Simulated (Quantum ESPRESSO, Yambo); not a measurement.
# Quasiparticle gap of As (buckled honeycomb monolayer) in Yambo, part 2 of 2

How does a plane-wave GW calculation on As (buckled honeycomb monolayer) run from the first input to the gap?

Quantum ESPRESSO 7.5 and Yambo 5.3.0; PBE and many-body steps on it, plane waves. Known limits of the many-body steps: not at the basis limit; exchange with frozen shells missing; no spin-orbit coupling.

So far. Step 3 (Bands along the symmetry lines): The gap is 1.622 eV, −0.015 eV from the run before at this level. Step 4 (Empty states on the mesh, 6×6×1 mesh, 89 bands): On this mesh the gap is 1.638 eV.

## (5) Conversion and set-up

This step: Yambo 5.3.0; conversion and set-up on PBE, plane waves, norm-conserving pseudopotentials.

The states are converted to the many-body program's format and the q mesh is built.

Launch:

```bash
> (cd o/x.save; p2y > p2y.log; mv SAVE ../..); yambo > setup.log
```

Log:

```text
 Yambo, version 5.3.0

 [02] CORE Variables Setup
 =========================

  [02.01] Unit cells
  ==================

  Cell kind             :  HCP
  Atoms in the cell     :  As
  number of As atoms    :  2

  List of atomic masses
  Mass of As    :  74.92200

  List of atomic coordinates    : [cc]
  As1       : -0.34123E-09   3.9402       11.915      order 1
  As2       :   3.41227   1.97008  14.54165  order 2

  Alat factors          :   6.82454   5.91023  26.45617 [a.u.]
  Direct lattice volume :   1067.10    [a.u.]
  Direct lattice vectors:  A[ 1 ]  A[ 2 ]  A[ 3 ]
   A[ 1 ]:   1.0000     -0.31974E-10   0.0000      [iru]
    6.8245     -0.18897E-09   0.0000      [cc]
   A[ 2 ]: -0.500000  1.000000  0.000000  [iru]
  -3.412271  5.910227  0.000000  [cc]
   A[ 3 ]:  0.000000  0.000000  1.000000  [iru]
    0.00000   0.00000  26.45617  [cc]

  Recip. lattice volume :  0.232453 [a.u.]
  Recip. lattice vectors:  B[ 1 ]  B[ 2 ]  B[ 3 ]
   B[ 1 ]:  1.000000  0.500000  0.000000  [iku]
   0.920675  0.531552 -0.000000  [cc]
   B[ 2 ]:  0.31974E-10   1.0000       0.0000      [iku]
   0.29438E-10   1.0631      -0.0000      [cc]
   B[ 3 ]:  0.000000  0.000000  1.000000  [iku]
  -0.000000 -0.000000  0.237494  [cc]

  [02.02] Symmetries
  ==================

  Inversion symmetry    : yes
  Spatial inversion     : yes
  Inversion index       :   7
  K-space Time-reversal : no
  Magnetic symmetries   : no
  Group table correct   : yes
  Symmetries units      :  [cc]

   [S  1]:   1.0000     -0.17721E-26   0.0000      0.10560E-15   1.0000       0.0000       0.0000       0.0000       1.0000
   [S  2]:   1.0000     -0.55380E-10   0.0000      0.55644E-15  -1.0000       0.0000       0.0000       0.0000      -1.0000
   [S  3]: -0.500000  0.866025  0.000000 -0.866025 -0.500000  0.000000  0.000000  0.000000  1.000000
[...]
[S 11]:  0.500000  0.866025  0.000000  0.866025 -0.500000  0.000000  0.000000  0.000000  1.000000
   [S 12]:  0.500000 -0.866025  0.000000 -0.866025 -0.500000  0.000000  0.000000  0.000000  1.000000

  [02.03] Reciprocal space
  ========================

  nG shells         :   4412
  nG charge         :   95457
  nG WFs            :  14603
  nC WFs            :  12049
  G-vecs. in first 80 shells:  [ Number ]
     1    3    5    7    9   15   27   39   41
    53   55   67   79   81   93   99  111  113
   125  137  149  161  167  169  181  193  205
[...]
809   811   823   835   859   865   877   889
  ...
  Shell energy in first 80 shells:  [ mHa ]
[...]
4970.93      5080.55      5085.85      5107.70      5114.06      5198.66      5331.19      5337.55      5339.67
    5527.54      5537.08      5672.79      5756.34      5760.58      5790.90      6092.64      6101.12      6240.01
    6321.43      6345.39      6461.38      6467.74      6775.84      6781.14      6809.34      6890.77
  ...

[...]
K/Q-points units:
  rlu = crystal or reduced units; cc = cartesian coordinates; iku = interal k-units

  K [1]          [rlu]:  0.000000  0.000000  0.000000
         WF components:  12049
  K [2]          [rlu]: -0.60127E-28  0.16667       0.0000
         WF components:  11975
  K [3]          [rlu]: -0.12025E-27  0.33333       0.0000
         WF components:  11944
  K [4]          [rlu]: -0.14082E-26 -0.50000       0.0000
         WF components:  11918
  K [5]          [rlu]:  0.166667  0.166667  0.000000
         WF components:  11931
  K [6]          [rlu]:  0.166667  0.333333  0.000000
         WF components:  11931
  K [7]          [rlu]:  0.333333  0.333333  0.000000
         WF components:  11952

  [02.05] Energies & Occupations
  ==============================

  [X] === General ===
  [X] Electronic Temperature                        :  0.000000  0.000000 [eV K]
  [X] Bosonic    Temperature                        :  0.000000  0.000000 [eV K]
  [X] Finite Temperature mode                       : no
  [X] El. density                                   :  0.18972E+24 [cm-3]
  [X] Fermi Level                                   : -1.190778 [eV]

  [X] === Gaps and Widths ===
  [X] Conduction Band Min                           :  1.637908 [eV]
  [X] Valence Band Max                              :  0.000000 [eV]
  [X] Filled Bands                                  :  15
  [X] Empty Bands                                   :   16   89
  [X] Direct Gap                                    :  1.935693 [eV]
  [X] Direct Gap localized at k                     :  1
  [X] Indirect Gap                                  :  1.637908 [eV]
  [X] Indirect Gap between kpts                     :  1  3
  [X] Last valence band width                       :  1.955913 [eV]
  [X] 1st conduction band width                     :  1.154846 [eV]

  E @ K [1]:  [eV]
  -35.19645 -35.19645 -35.16526 -35.16526 -35.09550 -35.08562 -35.08562 -35.03644
[...]
occ @ K [1]
[...]
E @ K [2]:  [eV]
[...]
occ @ K [2]
[...]
E @ K [3]:  [eV]
[...]
occ @ K [3]
[...]
E @ K [4]:  [eV]
[...]
occ @ K [4]
[...]
E @ K [5]:  [eV]
[...]
occ @ K [5]
[...]
E @ K [6]:  [eV]
[...]
occ @ K [6]
[...]
E @ K [7]:  [eV]
[...]
occ @ K [7]
[...]
0.000000  0.000000  0.000000  0.000000  0.000000  0.000000  0.000000  0.000000
   0.000000  0.000000  0.000000  0.000000  0.000000  0.000000  0.000000  0.000000

 [03] Transferred momenta grid and indexing
 ==========================================

 IBZ Q-points                                      :   7
 BZ  Q-points                                      :   36

 K/Q-points units:
 rlu = crystal or reduced units; cc = cartesian coordinates; iku = interal k-units

 Q [1]          [rlu]:  0.000000  0.000000  0.000000
 Q [2]          [rlu]:  0.20323E-16  0.16667       0.0000
 Q [3]          [rlu]:  0.40646E-16  0.33333       0.0000
 Q [4]          [rlu]: -0.60969E-16 -0.50000       0.0000
 Q [5]          [rlu]:  0.166667  0.166667  0.000000
 Q [6]          [rlu]:  0.166667  0.333333  0.000000
 Q [7]          [rlu]:  0.333333  0.333333  0.000000

  [03.01] X indexes
  =================

   [03.01.01] Sigma indexes
   ========================

 [06] Game Over & Game summary
```

Elapsed: 4.1 s, on 1 MPI rank of AMD EPYC 7R43, shared host; peak memory 0.24 GiB.

## (6) Screening and self-energy, 6×6×1 mesh, 89 bands, screening to 129.3 eV

G0W0 replaces the xc potential by the self-energy, built once from these orbitals. Only a window of levels is corrected, while the sums run over the empty bands that the input names.

This step: G0W0 on PBE, plane waves, norm-conserving pseudopotentials.

Contents of gw1.in:

```
HF_and_locXC
gw0
dyson
ppa
em1d
rim_cut
rim_w
RandQpts= 3000000
RandGvec= 100 RL
CUTGeo= "slab z"
RandGvecW= 9 RL
EXXRLvcs= 76 Ry
VXCRLvcs= 304 Ry
Chimod= "HARTREE"
% BndsRnXp
 1 | 89 |
%
NGsBlkXp= 9.5 Ry
% LongDrXp
 1 | 1 | 0 |
%
% GbndRnge
 1 | 89 |
%
DysSolver= "n"
ExtendOut
PPAPntXp= 27.21138 eV
% QPkrange
 1 | 7 | 13 | 18 |
%
```

Launch:

```bash
> OMP_NUM_THREADS=1 mpirun -n 8 yambo -F gw1.in -J gw1 -C gw1 > gw1.log
```

Log:

```text
 Yambo, version 5.3.0

 [02] CORE Variables Setup
 =========================

  [... cell, symmetries and grids as in the set-up ...]

  [02.05] Energies & Occupations
  ==============================

  [X] === General ===
  [X] Electronic Temperature                        :  0.000000  0.000000 [eV K]
  [X] Bosonic    Temperature                        :  0.000000  0.000000 [eV K]
  [X] Finite Temperature mode                       : no
  [X] El. density                                   :  0.18972E+24 [cm-3]
  [X] Fermi Level                                   : -1.190778 [eV]

  [X] === Gaps and Widths ===
  [X] Conduction Band Min                           :  1.637908 [eV]
  [X] Valence Band Max                              :  0.000000 [eV]
  [X] Filled Bands                                  :  15
  [X] Empty Bands                                   :   16   89
  [X] Direct Gap                                    :  1.935693 [eV]
  [X] Direct Gap localized at k                     :  1
  [X] Indirect Gap                                  :  1.637908 [eV]
  [X] Indirect Gap between kpts                     :  1  3
  [X] Last valence band width                       :  1.955913 [eV]
  [X] 1st conduction band width                     :  1.154846 [eV]

 [03] Transferred momenta grid and indexing
 ==========================================

 IBZ Q-points                                      :   7
 BZ  Q-points                                      :   36

 K/Q-points units:
 rlu = crystal or reduced units; cc = cartesian coordinates; iku = interal k-units

 Q [1]          [rlu]:  0.000000  0.000000  0.000000
 Q [2]          [rlu]:  0.20323E-16  0.16667       0.0000
 Q [3]          [rlu]:  0.40646E-16  0.33333       0.0000
 Q [4]          [rlu]: -0.60969E-16 -0.50000       0.0000
 Q [5]          [rlu]:  0.166667  0.166667  0.000000
 Q [6]          [rlu]:  0.166667  0.333333  0.000000
 Q [7]          [rlu]:  0.333333  0.333333  0.000000

 [04] Coloumb potential Random Integration (RIM)
 ===============================================

 Performing RIM of v_slab

  [04.01] RIM initialization
  ==========================

  * Diagonal components only detected *

  8 x (sBL volume)        :  0.051656 [a.u.]
  sBZ random points       :  3000000
  Points outside the sBZ  :  24000829
  RL volume               :  0.232453 [a.u.]
  Integrated volume       :  0.232445 [a.u.]

  [04.02] RIM integrals
  =====================

  Gamma point sphere radius             :  0.041603 [a.u.]
  Points outside the sphere             :  2398884
  [Int_sBZ(q=0) 1/q^2]*(Vol_sBZ)^(-1/3) =:  7.487273
                                 should be <:  7.795600

  Summary of Coulomb integrals for non-metallic bands |Q|[au] RIM/Bare

  Q [1] 0.100000E-4 0.960449 * Q [2] 0.177184 0.996733
  Q [5] 0.306892 1.024425 * Q [3] 0.354368 1.023241
  Q [6] 0.468785 1.017541 * Q [4] 0.531552 1.014639
  Q [7] 0.613783 1.011288
  Non-periodic chartesian directions : none
  Optical renormalization            :  26.45617 [au]
  Polarizability dimension           : length

 [05] Coloumb potential CutOffslab
 =================================

 Cut directionsZ
 Slab Cutoff:Z
 Symmetry test passed : yes

 [06] Dipoles
 ============

  [06.01] Setup: observables and procedures
  =========================================

 [07] Dynamic Dielectric Matrix (PPA)
 ====================================

 [SLK-Inversion]  Pools        :  2
 [SLK-Inversion]  BLACS grid   :  2  2

 [WR./gw1//ndb.pp]---------------------------------------------------------------
  Brillouin Zone Q/K grids (IBZ/BZ)                :    7   36    7   36
  RL vectors                                       :  14617 [WF]
  Coulomb cutoff potential                         : slab z
  Electronic Temperature                           :  0.000000 [K]
  Bosonic    Temperature                           :  0.000000 [K]
  PPA    diel. fun.  energies                      : Perdew, Burke & Ernzerhof(X)+Perdew, Burke & Ernzerhof(C)
  wavefunctions                                    : Perdew, Burke & Ernzerhof(X)+Perdew, Burke & Ernzerhof(C)
  Global Gauge                                     : length
  X matrix size                                    :   585
  X band range                                     :    1   89
  X e/h energy range                               : -1.000000 -1.000000 [eV]
  X Time ordering                                  : R
  X Hxc Kernel                                     : HARTREE
  X Drude frequency                                :  0.000000  0.000000
  X poles                                          :  100.0000 [o/o]
  RL vectors in the sum                            :  14617
  [r,Vnl] included                                 : yes
  Field direction                                  :  0.707107E-5  0.707107E-5   0.00000
  BZ energy Double Grid                            : no
  BZ energy DbGd points                            : 0
  BZ Q point size factor                           : -1.000000
  X Optical Averaged directions                    : none

 [08] Local Exchange-Correlation + Non-Local Fock
 ================================================

 [VXC] Plane waves :   95457
 [EXS] Plane waves :  12073

 QP @ state[ 1 ] K range:   1   7
 QP @ state[ 1 ] b range:  13  18

 [xc] Functional : Perdew, Burke & Ernzerhof(X)+Perdew, Burke & Ernzerhof(C)
 [xc] LIBXC used to calculate xc functional
  PP Number of Atomic Species                      :  1
  NLCC RL compoments                               :   95457
  PP Number of Atomic Species                      :  1
  NLCC RL compoments                               :   95457

 [xc] E_xc :  -21.87157 [Ha]
      E_xc :  -43.74315 [Ry]

  Local XC kind (lXC) : Perdew, Burke & Ernzerhof(X)+Perdew, Burke & Ernzerhof(C)
  Non-Local XC kind (nlXC) : Hartree-Fock

  Corrections @ K [1] :  [eV]
 <13|nlXC|13> = -13.22566 -0.22576E-17 <13|lXC|13> = -10.41403  0.18882E-15
 <14|nlXC|14> = -15.51811 -0.54369E-17 <14|lXC|14> = -13.27480 -0.37763E-15
 <15|nlXC|15> = -15.51814  0.66119E-17 <15|lXC|15> = -13.27480  0.000000
 <16|nlXC|16> = -8.987277  0.67246E-17 <16|lXC|16> = -12.19210  0.000000
 <17|nlXC|17> = -9.077814  0.11222E-17 <17|lXC|17> = -12.53427  0.000000
 <18|nlXC|18> = -9.077805 -0.46690E-17 <18|lXC|18> = -12.53427 -0.18882E-15

  Corrections @ K [2] :  [eV]
 <13|nlXC|13> = -14.98558  0.47840E-17 <13|lXC|13> = -12.08234  0.000000
 <14|nlXC|14> = -15.39305  0.76127E-17 <14|lXC|14> = -12.95442  0.000000
 <15|nlXC|15> = -13.65243 -0.63484E-17 <15|lXC|15> = -10.90749  0.000000
 <16|nlXC|16> = -8.455878  0.28247E-17 <16|lXC|16> = -11.57094 -0.37763E-15
[...]
Corrections @ K [3] :  [eV]
[...]
Corrections @ K [4] :  [eV]
[...]
Corrections @ K [5] :  [eV]
[...]
Corrections @ K [6] :  [eV]
[...]
Corrections @ K [7] :  [eV]
[...]
<14|nlXC|14> = -15.21794  0.12538E-16 <14|lXC|14> = -11.91867 -0.18882E-15
 <15|nlXC|15> = -15.21794 -0.31997E-17 <15|lXC|15> = -11.91867  0.75527E-15
 <16|nlXC|16> = -7.055278 -0.76858E-18 <16|lXC|16> = -10.07451 -0.18882E-15
 <17|nlXC|17> = -7.210839  0.36243E-17 <17|lXC|17> = -10.96609  0.18882E-15
 <18|nlXC|18> = -7.210842  0.11498E-17 <18|lXC|18> = -10.96609  0.000000

  [08.01] Hartree-Fock occupations report
  =======================================

  [Hartree-Fock] === General ===
  [Hartree-Fock] Electronic Temperature             :  0.000000  0.000000 [eV K]
  [Hartree-Fock] Bosonic    Temperature             :  0.000000  0.000000 [eV K]
  [Hartree-Fock] Finite Temperature mode            : no
  [Hartree-Fock] El. density                        :  0.18972E+24 [cm-3]
  [Hartree-Fock] Fermi Level                        : -1.190778 [eV]

  [Hartree-Fock] === Gaps and Widths ===
  [Hartree-Fock] Conduction Band Min                :  4.513324 [eV]
  [Hartree-Fock] Valence Band Max                   : -2.243334 [eV]
  [Hartree-Fock] Filled Bands                       :  15
  [Hartree-Fock] Empty Bands                        :   16   89
  [Hartree-Fock] Direct Gap                         :  7.383851 [eV]
  [Hartree-Fock] Direct Gap localized at k          :  1
  [Hartree-Fock] Indirect Gap                       :  6.756658 [eV]
  [Hartree-Fock] Indirect Gap between kpts          :  1  3
  [Hartree-Fock] Last valence band width            :  3.011855 [eV]
  [Hartree-Fock] 1st conduction band width          :  1.337451 [eV]

 [09] Dyson equation: Newton solver
 ==================================

  [09.01] RIM-W interpolation
  ===========================

  [WARNING] RIM-W works only for 2D semiconductors with slab cutoff
  Found compatible q grid: 2D
  q_min[ 1 ]:  0.16667      0.11182E-11   0.0000     [rlu]
   0.166667  0.083333  0.000000 [iku]
  q_min[ 2 ]:  0.20323E-16  0.16667       0.0000     [rlu]
   0.53290E-11  0.16667       0.0000     [iku]
  G-vectors :   9
  G-vectors loaded:   63
  Number of interpolated frequencies:  2

  Evaluating coefficients q = 0
  Evaluating coefficients q = 0

  [09.02] RIM-W integrals
  =======================

  8 x (sBL volume)        :  0.051656 [a.u.]
  sBZ random points       :  3000000
  Points outside the sBZ  :  24000829
  RL volume               :  0.232453 [a.u.]
  Integrated volume       :  0.232445 [a.u.]

  [09.03] RIM integrals
  =====================

  Comparison between head Wc = W - v averages: < Wc > [au] RIM-W/RIM

   < -Wc [Q = 1] > 0.364745E-1 0.485997E-4 * < -Wc [Q = 2] > 0.005323 0.005134
   < -Wc [Q = 3] > 0.975170E-3 0.954104E-3 * < -Wc [Q = 4] > 0.325891E-3 0.322035E-3
   < -Wc [Q = 5] > 0.001431 0.001398 * < -Wc [Q = 6] > 0.468975E-3 0.464011E-3
   < -Wc [Q = 7] > 0.218299E-3 0.216840E-3

  Comparison between head Wc = W - v averages: < Wc > [au] RIM-W/RIM

   < -Wc [G = 1,G`=0] > 0.364745E-1 0.485997E-4 * < -Wc [G = 2,G`=0] >-0.002024 0.000000
   < -Wc [G = 3,G`=0] >-0.002023 0.000000 * < -Wc [G = 4,G`=0] > 0.704757E-4  0.00000
   < -Wc [G = 5,G`=0] > 0.704549E-4  0.00000 * < -Wc [G = 6,G`=0] > 0.515534E-4  0.00000
   < -Wc [G = 7,G`=0] > 0.515796E-4  0.00000 * < -Wc [G = 8,G`=0] >-0.168981E-4  0.00000
   < -Wc [G = 9,G`=0] >-0.169004E-4  0.00000

 [10] G0W0 (W PPA)
 =================

 [  GW  ] Bands range     :    1   89
 [GW/PPA] G damping       :  0.100000 [eV]

 QP @ state[ 1 ] K range:   1   7
 QP @ state[ 1 ] b range:  13  18

  Sc/G bands                                       :    1   89
  Sc/G damping                                     :  0.100000 ev
  Sc bands terminator                              : no
  Sx RL components                                 :  12073

  QP @ state[ 1 ] K range                          :   1   7
  QP @ state[ 1 ] b range                          :  13  18
  GF energies kind                                 : Perdew, Burke & Ernzerhof(X)+Perdew, Burke & Ernzerhof(C)
  GF WF`s kind                                     : Perdew, Burke & Ernzerhof(X)+Perdew, Burke & Ernzerhof(C)
  Xs energies kind                                 : Perdew, Burke & Ernzerhof(X)+Perdew, Burke & Ernzerhof(C)
  Xs WF`s kind                                     : Perdew, Burke & Ernzerhof(X)+Perdew, Burke & Ernzerhof(C)

 [14] Game Over & Game summary
```

Run time: 11 min. Hardware: 8 MPI ranks; peak memory 5.5 GiB; 81 min of CPU time.

This step gave:

- G0W0 gap on the mesh: 2.836 eV
- starting gap on the mesh: 1.638 eV
- k of the valence top: 0, 0, 0
- k of the conduction bottom: 0, 0.3333, 0
- least direct G0W0 gap on the computed points: 3.236 eV
- Z at the valence top: 0.7384
- Z at the conduction bottom: 0.7455

The gap on the mesh goes from 1.64 eV to 2.84 eV, a correction of +1.20 eV.

Limits: finite bands, cutoff and mesh; exchange with frozen shells missing; no spin-orbit coupling. v1 is the top filled band, c1 the lowest empty one. The levels before and after the correction (eV, zero at the valence-band top of each column):

```
           conduction bottom  valence top
Kohn-Sham               1.64         0.00
     G0W0               2.84         0.00
```

|  | level | energy (eV) |
| --- | --- | --- |
| Kohn-Sham | Γ v3 | -0.515 |
| Kohn-Sham | Γ v2-v1 | 0.000 |
| Kohn-Sham | Γ c1 | 1.936 |
| Kohn-Sham | Γ c2-c3 | 3.493 |
| Kohn-Sham | (0 0.333 0) v3 | -3.574 |
| Kohn-Sham | (0 0.333 0) v2 | -1.527 |
| Kohn-Sham | (0 0.333 0) v1 | -0.737 |
| Kohn-Sham | (0 0.333 0) c1 | 1.638 |
| Kohn-Sham | (0 0.333 0) c2 | 3.860 |
| Kohn-Sham | (0 0.333 0) c3 | 4.517 |
| G0W0 | Γ v3 | -0.762 |
| G0W0 | Γ v2-v1 | 0.000 |
| G0W0 | Γ c1 | 3.236 |
| G0W0 | Γ c2-c3 | 4.794 |
| G0W0 | (0 0.333 0) v3 | -3.770 |
| G0W0 | (0 0.333 0) v2 | -1.587 |
| G0W0 | (0 0.333 0) v1 | -0.891 |
| G0W0 | (0 0.333 0) c1 | 2.836 |
| G0W0 | (0 0.333 0) c2 | 5.165 |
| G0W0 | (0 0.333 0) c3 | 5.786 |

## (7) Where the time went

Times are wall times on the hardware named with each run, good to a factor of about two.

```
                          step    time  share  memory (GiB)
                  ground state    20 s    3 %          0.93
bands along the symmetry lines   9.3 s    1 %           0.8
      empty states on the mesh    14 s    2 %          0.87
         conversion and set-up   4.1 s    1 %          0.24
     screening and self-energy  11 min   93 %           5.5
```

## (8) Summary of results

| Quantity | Value |
| --- | --- |
| PBE gap | 1.62 eV, indirect |
| G0W0 gap on the mesh | 2.84 eV |
| GW settings | 6×6×1 mesh, 89 bands, screening to 129.3 eV, Godby-Needs plasmon pole |
| known limits | not at the basis limit; exchange with frozen shells missing; no spin-orbit coupling |

What this shows: G0W0 moves the gap on the mesh from 1.64 eV to 2.84 eV (+1.20 eV), with Z of 0.74 and 0.75 at the edges. The dearest step here is «screening and self-energy». Bands and cutoff are finite, so the gap is not at the basis limit. The miss can reach some tenths of an eV and take either sign; the mesh is an error of its own. The norm-conserving file of at least one element keeps a d shell over frozen s and p shells of the same row. Exchange with those shells is missing from the self-energy, an error of 0.3 to 0.9 eV in cases checked, whose sign depends on which edge lies on those atoms. The many-body steps are scalar-relativistic: spin-orbit coupling is not in them.

[Paths, hosts, dates, memory and timing lines, banners, echoed tables and standing remarks are left out of the program output.]

[Logs are printed without paths, hosts, clocks, repeated set-up lines and the standing remarks that a program may print on its own settings, such as how far it seeks lower states.]

[Runs of the session that timed out or met a known fault of the program may be left out.]

[Hosts, paths, dates, database ids (printed as entryN), source tags and the programs' standing remarks are cut or masked in the printed files.]
